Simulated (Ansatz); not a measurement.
# Ta: the cost of one run

Computed with Ansatz 0.2.0 (DFT PBE, scalar-relativistic, plane waves, PAW, unless a step's input says otherwise).

41 further runs of the same task are left out: 41 set aside as unsound or not needed.

**1. The starting structure**

Symmetry: Im-3m, No. 229, cubic system. The conventional cell has a = 3.319 Å, b = 3.319 Å, c = 3.319 Å, α = 90.00°, β = 90.00°, γ = 90.00°. Around Ta (site symmetry m-3m) lie 8 Ta at 2.87 Å.

As a file:

```cif
data_structure
_symmetry_space_group_name_H-M 'Im-3m'
_symmetry_Int_Tables_number 229
_cell_length_a 3.3190
_cell_length_b 3.3190
_cell_length_c 3.3190
_cell_angle_alpha 90.000
_cell_angle_beta 90.000
_cell_angle_gamma 90.000
_cell_volume 36.56
loop_
_atom_site_label
_atom_site_type_symbol
_atom_site_symmetry_multiplicity
_atom_site_Wyckoff_symbol
_atom_site_fract_x
_atom_site_fract_y
_atom_site_fract_z
_atom_site_occupancy
Ta1 Ta 2 a 0.00000 0.00000 0.00000 1
```

This cell was relaxed beforehand with the same method: volume 18.28 Å³/atom, gap on the mesh none (metal).

**2. The scan**

The energy is mapped over two homogeneous strains (x along [1 0 0], y along [0 1 0], z along [0 0 1] of the conventional cell).

- normal strain along x: 9 values from −11.00 to 11.00 %
- normal strain along z: 9 values from −15.00 to 15.00 %

Nothing else is relaxed (symmetry fixes all fractional coordinates). Energies count from the relaxed crystal. Points are written as (first, second).

**3. The run at (2.75 %, −15.00 %)**

input.yaml reads:

```yaml
crystal:
  lattice:
    - [-1.705119367, 1.6594835689, 1.4105610336]
    - [1.705119367, -1.6594835689, 1.4105610336]
    - [1.705119367, 1.6594835689, -1.4105610336]
  atoms:
    - { symbol: Ta, position: [0.0, 0.0, 0.0] }
basis:
  ecutwfc: 420
kpoints:
  mp_grid: { grid: [18, 18, 18] }
hamiltonian:
  xc: pbe
  pseudopotentials: { kind: paw, azcp: { folder: soft_1 } }
scf:
  occupations: { method: gaussian, width: 0.15 }
output:
  forces: true
  stress: true
  eigenvalues: true
```

Launch:

```console
$ ansatz run input.yaml --threads 1 --pin off --max-ram 2048MiB --backend cpu --events-out ev --progress --plain --runs-dir out
```

What time and memory should one allow on 1 thread of AMD EPYC 9R45 (Zen 5), shared host?

About 3.6 s, with a peak of 0.48 GiB.
